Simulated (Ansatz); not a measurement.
The system is BN, a slab with vacuum.

```xyz
8
Lattice="2.5040 0.0000 0.0000 -1.2520 2.1685 0.0000 0.0000 0.0000 24.9918" Properties=species:S:1:pos:R:3 pbc="T T T"
B     1.2520    0.7228    7.5000
N     0.0000    1.4457    7.5000
B     0.0000    1.4457   10.8306
N     1.2520    0.7228   10.8306
B     1.2520    0.7228   14.1612
N     0.0000    1.4457   14.1612
B     0.0000    1.4457   17.4918
N     1.2520    0.7228   17.4918
```

The cell isn't the ideal one: the (0 0 1) slab of BN, cut from the database cell, not relaxed.

Base run:

| Quantity | Value |
| --- | --- |
| Program | Ansatz 0.2.0 |
| Functional | r2SCAN |
| Potentials or basis | Ansatz PAW |
| Cutoff | 500 eV (not typed: the program's choice for these potentials) |
| k mesh | 12 × 12 × 1 |
| Occupations | fermi-dirac, width 0.05 eV |
| Spin | no spin polarisation |

Its results: band gap on the k mesh 4.90 eV, indirect (least direct gap 5.34 eV); largest force 0.043 eV/Å.

**Question.** After a change of settings the same cell gave: band gap on the k mesh 4.16 eV, indirect (least direct gap 4.55 eV); largest force 0.044 eV/Å. Which change was it?
A. functional from r2SCAN to LDA; cutoff from 500 eV (not typed: the program's choice for these potentials) to 420 eV (not typed: the program's choice for these potentials)
B. functional from r2SCAN to RPBE; cutoff from 500 eV (not typed: the program's choice for these potentials) to 420 eV (not typed: the program's choice for these potentials)
C. functional from r2SCAN to BLYP; cutoff from 500 eV (not typed: the program's choice for these potentials) to 420 eV (not typed: the program's choice for these potentials)
D. functional from r2SCAN to PBE; cutoff from 500 eV (not typed: the program's choice for these potentials) to 420 eV (not typed: the program's choice for these potentials)

**Answer.** A.

r2SCAN gives the wider gap, since meta-GGAs in the generalised Kohn-Sham scheme recover part of the derivative discontinuity.

Caveats: the PAW data sets come from PBE, with cores solved anew for the run's functional, which leaves a small shift of forces and pressure.
